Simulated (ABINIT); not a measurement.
Crystal: SrCl2.

```
CELL_PARAMETERS angstrom
0.00000 3.48835 3.48835
3.48835 0.00000 3.48835
3.48835 3.48835 0.00000
ATOMIC_POSITIONS crystal
Sr 0.00000 0.00000 0.00000
Cl 0.75000 0.75000 0.75000
Cl 0.25000 0.25000 0.25000
```

```yaml
Program: ABINIT 10.8.3 (patched build)
Task: relaxation of cell and atoms
Functional: LDA
Potentials_or_basis: PseudoDojo NC SR LDA v0.4 stringent
Cutoff: 925 eV
k_mesh: 5 × 5 × 5
Occupations: fermi-dirac, width 0.05 eV
Spin: no spin polarisation
```

At the start: pressure -2.9 GPa; volume 28.30 Å³/atom.

**Question.** Where does the relaxation end?

**Answer.** Over 5 steps the energy falls by 20.2 meV/atom and the volume is 26.19 Å³/atom (-7.4 %); space group Fm-3m (No. 225, to 0.05 Å).

The path:
```csv
step,energy change (eV),largest force (eV/Å),pressure (GPa),volume (Å³)
1,0.0000,0.0000,-2.86,84.90
2,-0.0126,0.0000,-2.59,84.15
3,-0.0599,0.0000,0.39,77.90
4,-0.0607,0.0000,-0.04,78.64
5,-0.0607,0.0000,0.00,78.57
```

Final structure:
```yaml
crystal:
  lattice:
    - [0.00000, 3.39952, 3.39952]
    - [3.39952, 0.00000, 3.39952]
    - [3.39952, 3.39952, 0.00000]
  atoms:
    - { symbol: Sr, position: [0.00000, 0.00000, 0.00000] }
    - { symbol: Cl, position: [0.75000, 0.75000, 0.75000] }
    - { symbol: Cl, position: [0.25000, 0.25000, 0.25000] }
```
